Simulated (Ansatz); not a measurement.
Born–Oppenheimer molecular dynamics of a periodic cell of 18 atoms, C (surface graphene monolayer). It goes on from the last frame of an earlier run, with new velocities.

Computed with DFT PBEsol, scalar-relativistic, plane waves, PAW (Ansatz 0.2.0). Settings: PAW set soft_1, cutoff 420 eV, k mesh 2x2x1, fermi-dirac smearing 0.02 eV, no spin polarisation.

```yaml
ensemble: NVE (velocity Verlet)
time_step: 1 fs
steps_asked: 200
starting_velocities_drawn_for: 450 K
seed: 631752
```

Frames 10 fs apart, positions in Å, forces in eV/Å.

Velocities at 30 fs (Å/ps):

```
C 13.40 -3.33 -3.00
C -11.01 0.70 -1.90
C 2.78 -4.51 -2.44
C 11.61 5.15 5.54
C 2.23 0.76 4.65
C -7.67 -1.52 -0.14
C 2.20 7.00 0.53
C -3.84 -0.52 2.43
C 6.14 -1.78 3.01
C 2.24 0.69 -2.26
C -3.61 -3.64 -4.82
C -8.00 4.17 -1.29
C 0.66 -2.31 4.11
C 6.48 -4.61 -1.47
C -0.91 0.24 -1.91
C -6.52 5.04 -2.37
C -4.29 -7.76 0.92
C -1.91 6.22 0.40
```

```xyz
18
Lattice="7.3980 0.0000 0.0000 -3.6990 6.4069 0.0000 0.0000 0.0000 12.0000" Properties=species:S:1:pos:R:3:forces:R:3 time_fs=30 energy_less_start_eV=0.245 T=339
C 0.047 0.007 0.890 -1.67 -1.41 0.09
C 1.202 0.723 1.038 3.62 -0.91 -0.38
C -1.206 2.145 0.912 -0.20 -2.13 0.42
C -0.001 2.823 1.029 0.31 0.39 -0.77
C -2.486 4.266 0.940 0.10 -0.19 0.47
C -1.245 4.975 1.083 -0.50 1.11 -0.96
C 2.503 0.020 1.094 -0.88 -0.73 -0.04
C 3.732 0.741 1.079 -0.37 0.18 0.01
C 1.243 2.112 1.025 -2.37 0.81 0.47
C 2.411 2.855 1.069 2.95 -0.51 0.14
C -0.055 4.245 1.029 2.27 1.49 0.35
C 1.187 4.986 0.982 0.41 -0.30 0.88
C 4.973 0.022 1.013 -0.83 -0.76 -0.85
C 6.240 0.703 0.860 -2.23 1.10 0.83
C 3.697 2.213 1.068 -0.47 -3.03 -0.41
C 4.936 2.816 0.959 -0.26 2.55 0.09
C 2.433 4.231 1.049 -0.10 3.01 -1.46
C 3.680 4.964 0.882 0.22 -0.66 1.12
18
Lattice="7.3980 0.0000 0.0000 -3.6990 6.4069 0.0000 0.0000 0.0000 12.0000" Properties=species:S:1:pos:R:3:forces:R:3 time_fs=40 energy_less_start_eV=0.110 T=400
C 0.056 -0.061 0.865 -1.08 2.29 0.71
C 1.269 0.716 1.012 -1.76 0.09 -0.18
C -1.187 2.085 0.912 -1.01 2.55 0.61
C 0.049 2.858 1.043 -2.54 -0.44 -0.96
C -2.487 4.274 0.994 -0.51 -0.23 -0.26
C -1.293 5.010 1.050 2.18 -0.15 -0.28
C 2.470 0.027 1.095 0.83 -1.34 -0.22
C 3.706 0.747 1.098 0.89 -1.67 -0.36
C 1.245 2.128 1.068 1.11 -0.19 -0.19
C 2.487 2.841 1.054 -1.80 1.54 0.08
C -0.029 4.273 1.003 -1.36 -0.20 0.68
C 1.156 4.997 0.999 2.40 0.36 0.17
C 4.955 -0.006 1.019 -1.06 0.74 -0.46
C 6.209 0.689 0.879 -0.41 -0.40 0.47
C 3.699 2.125 1.034 0.95 1.57 -0.18
C 4.913 2.888 0.942 1.95 -2.77 0.37
C 2.406 4.285 1.004 1.24 -1.47 -0.33
C 3.666 4.972 0.928 -0.02 -0.27 0.34
18
Lattice="7.3980 0.0000 0.0000 -3.6990 6.4069 0.0000 0.0000 0.0000 12.0000" Properties=species:S:1:pos:R:3:forces:R:3 time_fs=50 energy_less_start_eV=0.192 T=363
C -0.038 -0.012 0.891 1.49 0.74 1.00
C 1.275 0.718 0.980 -1.69 -0.32 0.63
C -1.235 2.148 0.954 1.47 -2.29 -0.17
C -0.032 2.863 0.994 2.80 -0.04 0.59
C -2.499 4.267 1.028 1.37 -0.08 -0.70
C -1.233 5.002 0.995 -1.54 -1.42 0.68
C 2.476 -0.022 1.079 -0.79 1.80 -0.58
C 3.716 0.676 1.091 -1.44 1.99 -0.61
C 1.268 2.153 1.092 -1.87 0.03 -1.16
C 2.491 2.878 1.042 0.83 -1.78 -0.38
C -0.038 4.303 1.023 1.73 -1.22 -0.16
C 1.252 5.003 1.031 -1.99 -1.07 -0.71
C 4.894 0.000 0.991 2.21 -0.77 0.44
C 6.136 0.683 0.933 1.21 1.45 -0.23
C 3.740 2.111 0.990 -1.37 0.87 0.60
C 4.997 2.820 0.954 -3.71 1.89 0.42
C 2.447 4.290 0.933 0.01 -0.53 1.20
C 3.672 4.967 0.999 1.27 0.76 -0.85
18
Lattice="7.3980 0.0000 0.0000 -3.6990 6.4069 0.0000 0.0000 0.0000 12.0000" Properties=species:S:1:pos:R:3:forces:R:3 time_fs=60 energy_less_start_eV=-0.016 T=457
C -0.033 0.071 0.987 0.08 -2.88 0.02
C 1.161 0.725 0.991 2.91 0.82 0.46
C -1.221 2.129 0.989 -1.07 2.05 -0.18
C 0.025 2.849 0.979 -1.82 -0.21 0.61
C -2.438 4.257 1.014 -1.57 0.38 -0.24
C -1.234 4.922 0.987 1.46 2.92 0.63
C 2.441 0.009 1.022 -0.39 -1.21 -0.25
C 3.671 0.700 1.035 0.77 -0.30 -0.47
C 1.212 2.166 1.035 2.33 -1.41 -0.62
C 2.499 2.822 1.004 -2.26 1.52 -0.20
C 0.034 4.259 1.034 -0.94 0.57 -0.58
C 1.252 4.949 1.014 0.49 0.92 -0.35
C 4.940 -0.017 0.992 -1.48 0.58 0.35
C 6.130 0.746 0.978 0.33 -1.63 0.04
C 3.701 2.157 0.985 0.31 -2.34 0.43
C 4.904 2.835 0.995 2.03 0.13 -0.04
C 2.509 4.258 0.948 0.24 0.62 0.91
C 3.737 5.010 1.011 -1.42 -0.52 -0.53
18
Lattice="7.3980 0.0000 0.0000 -3.6990 6.4069 0.0000 0.0000 0.0000 12.0000" Properties=species:S:1:pos:R:3:forces:R:3 time_fs=70 energy_less_start_eV=0.054 T=426
C -0.002 -0.003 1.087 -0.54 1.59 -0.81
C 1.209 0.742 1.032 -0.26 -2.17 -0.55
C -1.240 2.180 1.013 -0.86 -2.06 0.30
C -0.002 2.830 1.008 0.38 0.86 -0.39
C -2.446 4.282 0.982 0.50 0.11 0.53
C -1.193 5.006 1.021 -1.17 -1.93 -0.62
C 2.398 -0.017 0.948 3.09 0.95 0.57
C 3.658 0.710 0.949 0.19 -1.28 0.44
C 1.253 2.112 0.933 -2.28 1.25 0.76
C 2.421 2.836 0.954 3.21 0.90 0.39
C 0.058 4.236 1.006 -0.85 1.20 -0.06
C 1.278 4.958 0.974 -0.09 1.08 0.68
C 4.924 -0.009 1.014 0.10 -0.28 -0.57
C 6.147 0.727 1.026 -0.23 0.44 0.36
C 3.665 2.091 1.012 0.35 1.99 -0.46
C 4.884 2.878 1.034 1.03 -0.96 -0.37
C 2.548 4.270 1.022 -2.73 -0.78 -0.89
C 3.730 5.018 0.987 0.16 -0.92 0.69
18
Lattice="7.3980 0.0000 0.0000 -3.6990 6.4069 0.0000 0.0000 0.0000 12.0000" Properties=species:S:1:pos:R:3:forces:R:3 time_fs=80 energy_less_start_eV=0.126 T=393
C -0.011 -0.012 1.127 0.36 0.09 -0.84
C 1.272 0.664 1.031 -1.29 2.08 -0.87
C -1.293 2.137 1.056 2.19 0.07 0.22
C -0.034 2.862 1.011 1.26 -1.18 -0.67
C -2.442 4.307 0.986 -1.13 -1.64 0.54
C -1.206 4.984 1.015 0.37 0.35 -0.79
C 2.509 -0.002 0.916 -2.88 -1.35 0.75
C 3.686 0.675 0.894 1.98 2.76 0.79
C 1.212 2.118 0.887 0.13 0.40 1.36
C 2.478 2.871 0.928 -1.59 -2.02 0.40
C 0.004 4.287 0.972 0.78 -0.22 0.32
C 1.294 5.025 0.976 -3.08 -2.28 0.29
C 4.916 -0.001 1.001 1.02 0.86 -0.22
C 6.152 0.705 1.096 0.38 0.37 -0.11
C 3.669 2.125 1.004 0.80 0.53 -0.75
C 4.932 2.860 1.046 -1.36 0.09 -0.31
C 2.446 4.274 1.041 2.09 0.38 -0.90
C 3.707 4.970 1.011 -0.03 0.70 0.79
18
Lattice="7.3980 0.0000 0.0000 -3.6990 6.4069 0.0000 0.0000 0.0000 12.0000" Properties=species:S:1:pos:R:3:forces:R:3 time_fs=90 energy_less_start_eV=0.120 T=395
C 0.008 -0.004 1.105 1.03 -0.43 -0.14
C 1.244 0.693 0.973 -0.49 0.03 0.36
C -1.223 2.111 1.110 -0.26 0.91 -0.65
C -0.001 2.843 0.972 -0.83 0.43 0.56
C -2.486 4.242 1.031 0.40 1.63 -0.03
C -1.236 4.957 0.956 -1.13 1.69 0.34
C 2.495 -0.014 0.934 0.45 0.98 -0.25
C 3.786 0.774 0.896 -2.77 -2.47 0.37
C 1.192 2.146 0.935 1.80 -1.38 0.05
C 2.447 2.809 0.932 0.10 3.16 0.07
C -0.012 4.299 0.959 -0.75 -2.37 -0.04
C 1.159 4.980 1.002 3.67 1.60 -0.42
C 4.967 0.035 0.974 -1.42 -1.17 0.73
C 6.185 0.699 1.156 0.47 0.61 -0.88
C 3.721 2.184 0.945 -1.14 -1.45 0.05
C 4.927 2.839 1.037 1.13 0.13 0.06
C 2.436 4.290 0.996 -0.65 -2.08 0.34
C 3.681 4.963 1.087 0.40 0.19 -0.53
18
Lattice="7.3980 0.0000 0.0000 -3.6990 6.4069 0.0000 0.0000 0.0000 12.0000" Properties=species:S:1:pos:R:3:forces:R:3 time_fs=100 energy_less_start_eV=0.345 T=294
C 0.059 -0.027 1.072 -2.37 0.12 0.29
C 1.220 0.730 0.937 2.24 -0.91 0.86
C -1.181 2.141 1.119 -1.16 -1.71 -0.79
C 0.017 2.834 0.971 0.25 0.13 0.88
C -2.511 4.266 1.071 1.45 -0.39 -0.68
C -1.304 5.022 0.922 1.86 -1.51 1.04
C 2.474 0.029 0.936 -0.36 -0.85 -0.51
C 3.717 0.739 0.928 -0.04 -0.01 -0.11
C 1.254 2.112 0.991 -1.23 1.49 -0.77
C 2.426 2.894 0.942 2.23 -3.90 -0.28
C -0.049 4.214 0.944 0.81 3.62 -0.18
C 1.204 4.985 0.997 -1.00 -0.22 -0.52
C 4.952 0.012 1.000 0.46 -0.40 0.69
C 6.232 0.719 1.147 -1.77 -0.32 -0.99
C 3.718 2.152 0.892 -0.24 0.06 1.10
C 4.974 2.828 1.030 -1.52 1.11 0.02
C 2.413 4.231 0.977 1.03 3.89 1.13
C 3.677 4.967 1.126 -0.63 -0.19 -1.19
18
Lattice="7.3980 0.0000 0.0000 -3.6990 6.4069 0.0000 0.0000 0.0000 12.0000" Properties=species:S:1:pos:R:3:forces:R:3 time_fs=110 energy_less_start_eV=-0.024 T=460
C -0.013 -0.026 1.054 0.85 1.37 -0.15
C 1.279 0.713 0.965 -3.69 1.04 0.33
C -1.224 2.107 1.068 0.63 2.49 -0.34
C 0.030 2.853 1.029 -2.05 0.43 -0.29
C -2.464 4.283 1.066 -0.55 -1.04 -0.46
C -1.252 5.002 0.958 -0.14 -0.83 0.11
C 2.441 0.008 0.906 1.82 -0.24 0.40
C 3.667 0.687 0.956 1.53 0.55 -0.04
C 1.256 2.149 0.994 1.30 -0.82 -0.34
C 2.532 2.831 0.937 -3.24 1.61 0.38
C -0.038 4.312 0.922 0.84 -2.15 0.57
C 1.218 4.991 0.958 0.10 0.34 0.55
C 4.933 -0.023 1.068 -0.73 0.93 -0.91
C 6.168 0.699 1.068 0.04 -1.00 0.21
C 3.698 2.113 0.916 1.41 0.25 0.74
C 4.948 2.865 1.025 0.28 -1.11 -0.02
C 2.449 4.316 1.028 0.40 -2.95 -0.52
C 3.664 4.969 1.081 1.19 1.14 -0.21
18
Lattice="7.3980 0.0000 0.0000 -3.6990 6.4069 0.0000 0.0000 0.0000 12.0000" Properties=species:S:1:pos:R:3:forces:R:3 time_fs=120 energy_less_start_eV=0.305 T=313
C -0.050 0.043 1.028 0.56 -1.51 -0.18
C 1.176 0.742 1.012 3.01 -0.44 -0.89
C -1.239 2.181 0.994 -0.02 -2.62 0.56
C -0.042 2.891 1.063 2.78 -1.76 -1.33
C -2.450 4.242 1.026 -0.26 1.69 -0.01
C -1.203 4.944 1.001 -0.98 1.28 -0.79
C 2.472 -0.033 0.909 -1.29 1.46 1.22
C 3.704 0.691 0.978 -2.35 0.09 0.00
C 1.273 2.145 0.975 -2.81 0.01 0.65
C 2.492 2.836 0.959 1.08 -0.28 0.55
C 0.028 4.286 0.943 -0.78 -0.38 0.86
C 1.242 5.006 0.961 0.97 -1.88 0.90
C 4.887 -0.020 1.074 1.90 -0.41 -1.21
C 6.107 0.660 0.999 1.14 3.73 0.66
C 3.732 2.102 0.996 -1.83 0.84 -0.28
C 4.926 2.847 1.019 0.24 0.19 -0.09
C 2.513 4.258 1.046 -0.70 1.93 -1.08
C 3.722 5.026 1.018 -0.64 -1.95 0.48
18
Lattice="7.3980 0.0000 0.0000 -3.6990 6.4069 0.0000 0.0000 0.0000 12.0000" Properties=species:S:1:pos:R:3:forces:R:3 time_fs=130 energy_less_start_eV=0.183 T=368
C -0.023 0.023 0.988 0.42 0.37 -0.02
C 1.215 0.735 1.004 -1.04 -1.19 -0.18
C -1.247 2.127 0.957 -0.35 3.82 0.43
C 0.018 2.825 1.004 -2.52 1.25 -0.25
C -2.448 4.277 0.983 -0.09 -0.60 0.16
C -1.224 4.981 0.996 1.32 -0.01 0.02
C 2.430 0.002 0.995 0.22 -0.90 0.08
C 3.642 0.708 1.004 2.94 -0.68 0.24
C 1.173 2.136 0.997 4.29 -0.33 0.23
C 2.462 2.854 1.019 -0.61 -0.11 0.03
C 0.058 4.221 1.024 -1.03 2.07 -0.11
C 1.312 4.938 1.025 -2.26 1.75 -0.33
C 4.938 -0.027 0.991 -1.49 1.40 0.15
C 6.122 0.812 0.976 0.86 -6.78 0.01
C 3.679 2.129 1.058 0.46 -0.30 -0.66
C 4.917 2.844 1.006 -0.07 0.43 -0.06
C 2.529 4.262 0.990 -0.46 -0.89 0.24
C 3.739 5.000 0.983 -0.58 0.70 0.02
18
Lattice="7.3980 0.0000 0.0000 -3.6990 6.4069 0.0000 0.0000 0.0000 12.0000" Properties=species:S:1:pos:R:3:forces:R:3 time_fs=140 energy_less_start_eV=0.209 T=356
C 0.025 -0.006 0.946 -1.60 -0.39 0.02
C 1.220 0.672 0.982 1.48 1.83 0.78
C -1.275 2.181 0.952 1.05 -2.91 -0.19
C -0.015 2.828 0.930 1.16 1.36 1.46
C -2.443 4.304 0.952 -0.28 -0.28 0.16
C -1.200 5.010 0.990 -1.21 -1.67 0.83
C 2.431 -0.012 1.089 2.34 0.82 -0.99
C 3.718 0.704 1.046 -2.05 1.18 0.06
C 1.266 2.124 1.034 -3.85 -0.37 -0.69
C 2.418 2.852 1.080 2.53 -0.52 -0.50
C 0.025 4.280 1.093 -0.32 -1.23 -1.26
C 1.248 4.960 1.065 0.57 1.15 -1.21
C 4.932 0.034 0.920 1.01 -2.42 1.43
C 6.181 0.672 0.953 -1.21 3.17 -0.49
C 3.661 2.133 1.073 1.25 0.09 -0.28
C 4.897 2.865 0.990 0.07 -0.26 -0.01
C 2.485 4.251 0.952 -1.07 1.53 1.19
C 3.718 4.996 0.951 0.13 -1.08 -0.30
```

Of the whole run (200 fs, mean temperature of the second half 392 K): The conserved energy stayed within 0.24 meV per atom of its start (net change 0.084 meV per atom), so the integration is sound. A run of 0.2 ps of so small a system gives no equilibrium averages. Limits of this set-up: coarse k mesh, slab without dipole correction, PAW files made for another functional.

The run took 15 min on 1 thread of Intel(R) Xeon(R) Platinum 8375C CPU @ 2.90GHz (Ice Lake) (shared host), peak memory 0.74 GiB.
